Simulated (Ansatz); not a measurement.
Runs of Ansatz 0.2.0 on CuO. The typed cell holds 4 atoms: a = 2.993 Å, b = 2.993 Å, c = 5.184 Å, α = 73.22°, β = 73.22°, γ = 60.00°. The cell comes from a database or a generator and needn't be the stable form of this composition.

| task | level | potentials or basis | U | cell | k mesh | cutoff (eV) | hubbard projectors | double counting | points for each segment of the path | mesh quality | gap on the mesh (eV) | pressure (GPa) | relaxed volume (Å³/atom) | largest force (eV/Å) |
| --- | --- | --- | --- | --- | --- | --- | --- | --- | --- | --- | --- | --- | --- | --- |
| relaxation of cell and atoms | PBE | Ansatz PAW | - | relaxed | 10 × 10 × 6 | 420 | - | - | - | not flagged | none | 0.0 | (a) | - |
| single point | PBE | Ansatz PAW | - | as given | 5 × 5 × 3 | 420 | - | - | - | coarse | none | 5.6 | - | 1.18 |
| relaxation of cell and atoms | PBEsol+U | Ansatz PAW | Cu d U = 4.5 eV | relaxed | 10 × 10 × 6 | 420 | ortho-atomic (the default) | fll (the default) | - | not flagged | none | 0.0 | 9.20 | - |
| relaxation of cell and atoms | PBE+U | Ansatz PAW | Cu d U = 5.3 eV | relaxed | 10 × 10 × 6 | 420 | ortho-atomic (the default) | fll (the default) | - | not flagged | none | 0.0 | 9.72 | - |
| density of states | r2SCAN | Ansatz PAW | - | as given | 10 × 10 × 6 | 500 | - | - | - | not flagged | none | (b) | - | 1.21 |
| band structure | PBE | PseudoDojo standard (PBE files) | - | as given | 10 × 10 × 6 | 1252 | - | - | 14 | not flagged | none | 5.4 | - | 1.19 |

Alike in all rows: no spin polarisation; smearing fermi-dirac 0.05 eV.

Question: Fill in the values left out.

Answer: (a) 9.56; (b) -2.0.

Caveats: some runs use coarse meshes; the run has no spin polarisation, though such a crystal can be magnetic; semilocal functionals often make such compounds metallic where correlation or magnetic order opens a gap, which also shifts bond lengths (some runs); the plane-wave basis is chosen anew once the cell has moved, so the energies of steps on either side of that aren't comparable (some runs); forces of over 1 eV/Å show positions far from the minimum, so gaps and moduli don't describe the material at rest (some runs); U without spin polarisation on a metal has little footing (some runs); the PAW data sets come from PBE, with cores solved anew for the run's functional, which leaves a small shift of forces and pressure (some runs).

A gap of «none» marks a metal or a gap under the smearing width.
